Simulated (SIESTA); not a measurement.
Runs of SIESTA 5.4.2 on AlN. It takes space group F-43m (No. 216, cubic). Conventional cell: a = 4.368 Å, b = 4.368 Å, c = 4.368 Å, α = 90.00°, β = 90.00°, γ = 90.00°. Al (site symmetry -43m) has 4 N at 1.89 Å as nearest neighbours. N (site symmetry -43m) has 4 Al at 1.89 Å as nearest neighbours. Measurements of this composition are mostly on another form, of space group No. 186.

```csv
level,potentials or basis,gap on the mesh (eV),pressure (GPa)
PBE,"PseudoDojo 0.4 standard (PBE files), DZ (energy shift 0.003 Ry)",3.34,13.8
PBE,"PseudoDojo 0.4 standard (PBE files), DZP (energy shift 0.003 Ry)",3.26,(b)
PBE,"PseudoDojo 0.4 standard (PBE files), TZP (energy shift 0.003 Ry)",(c),5.8
RPBE,"PseudoDojo 0.4 standard (PBE files), DZP (energy shift 0.003 Ry)",3.30,7.0
PBEsol,"PseudoDojo 0.4 standard (PBEsol files), DZP (energy shift 0.003 Ry)",3.14,3.1
PBE,"PseudoDojo 0.4 standard (PBE files), SZ (energy shift 0.003 Ry)",(a),22.9
```

Alike in all rows: task band structure; no spin polarisation; cell as given; k mesh 10 × 10 × 10; smearing fermi-dirac 0.05 eV; grid cutoff 800 Ry; energy shift 0.003 Ry.

Problem. Fill in the values left out.

Solution. (a) 4.01; (b) 6.2; (c) 3.29.

Caveats: the basis of atomic orbitals isn't converged, which shifts pressures, moduli and gaps; the basis has no polarisation orbitals (some runs); the potentials were made for another functional, which shifts forces and pressure (some runs); so large a pressure means that the cell lies far from this level's equilibrium, or that cutoff or potentials fall short (some runs).

